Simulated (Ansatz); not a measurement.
Crystal: Mg.

```
Mg
1.0
     0.00000    3.48350    3.48350
     3.48350    0.00000    3.48350
     3.48350    3.48350    0.00000
Mg
3
Direct
  0.00000 0.00000 0.00000
  0.25000 0.25000 0.25000
  0.75000 0.75000 0.75000
```

The cell was built by a generator and needn't be a form met in nature.

- Program: Ansatz 0.2.0
- Task: relaxation of cell and atoms
- Functional: RPBE
- Potentials or basis: Ansatz PAW
- Cutoff: 420 eV (not typed: the program's choice for these potentials)
- k mesh: 7 × 7 × 7
- Occupations: fermi-dirac, width 0.05 eV
- Spin: no spin polarisation

At the start: volume 28.18 Å³/atom.

Problem. Where does the relaxation end?

Solution. It ends after 4 steps and the volume is 29.11 Å³/atom (+3.3 %); space group Fm-3m (No. 225, to 0.05 Å).

The path:
| step | energy change (eV) | largest force (eV/Å) | volume (Å³) |
| --- | --- | --- | --- |
| 1 | 0.0000 | 0.0000 | 84.54 |
| 2 | -0.0062 | 0.0000 | 86.41 |
| 3 | -0.0069 | 0.0000 | 87.32 |
| 4 | -0.0070 | 0.0000 | 87.32 |

Final structure:
```xyz
3
Lattice="0.0000 3.5212 3.5212 3.5212 0.0000 3.5212 3.5212 3.5212 0.0000" Properties=species:S:1:pos:R:3 pbc="T T T"
Mg    0.0000    0.0000    0.0000
Mg    1.7606    1.7606    1.7606
Mg    5.2818    5.2818    5.2818
```

Caveat: the plane-wave basis is chosen anew once the cell has moved, so the energies of steps on either side of that aren't comparable; the PAW data sets come from PBE, with cores solved anew for the run's functional, which leaves a small shift of forces and pressure.
